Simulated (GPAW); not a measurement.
Wanted: an ASE script for a GPAW 26.7.0 run.

```yaml
Task: single point
Functional: PBE0
Potentials_or_basis: GPAW PAW data sets (gpaw-data 1.2.1)
Cutoff: 600 eV
Basis: pw
k_mesh: 5 × 5 × 5
Occupations: fermi-dirac, width 0.05 eV
Spin: no spin polarisation
Maxiter: 60
```

The structure of AlN lies in AlN.xyz:

```xyz
2
Lattice="0.0000000000 2.1839935596 2.1839935596 2.1839935596 0.0000000000 2.1839935596 2.1839935596 2.1839935596 0.0000000000" Properties=species:S:1:pos:R:3 pbc="T T T"
Al     0.0000000000      0.0000000000      0.0000000000
N      1.0919967798      1.0919967798      1.0919967798
```

Measurements of this composition are mostly on another form, of space group No. 186.

The input as run:

run.py

```python
from ase.dft.bandgap import bandgap
from ase.io import read, write
from gpaw import GPAW, PW

atoms = read('AlN.xyz')

calc = GPAW(mode=PW(600),
            xc='PBE0',
            kpts={'size': (5, 5, 5), 'gamma': True},
            occupations={'name': 'fermi-dirac', 'width': 0.05},
            nbands=9,
            convergence={'density': 1e-05, 'energy': 1e-05},
            maxiter=60,
            txt='gpaw.txt')
atoms.calc = calc
energy = atoms.get_potential_energy()
forces = atoms.get_forces()
calc.write('gs.gpw')
write('result.traj', atoms)
print(f'Energy: {energy:.6f} eV')
print('Forces (eV/A):')
print(forces.round(4))
print('Fermi level:', round(calc.get_fermi_level(), 4), 'eV')
print(f'Gap: {bandgap(calc)[0]:.4f} eV, direct: {bandgap(calc, direct=True)[0]:.4f} eV')
```

Potentials or basis: GPAW PAW data sets (gpaw-data 1.2.1), pw.

Command:

```bash
$ OMP_NUM_THREADS=1 python run.py
```

It gave:

```
Band gap on the k mesh : 5.89 eV, indirect (least direct gap 6.28 eV)
```

Caveat: the k mesh is coarse (spacing up to 0.50 Å⁻¹), so the values aren't converged, least of all with exact exchange; the PAW data sets were made with another functional, which shifts forces and pressure a little; an odd mesh through Γ misses points on the zone boundary, where band edges often lie.

Wall time 28 min on 1 thread of Arm Neoverse V1 (shared host), peak memory 0.22 GiB.
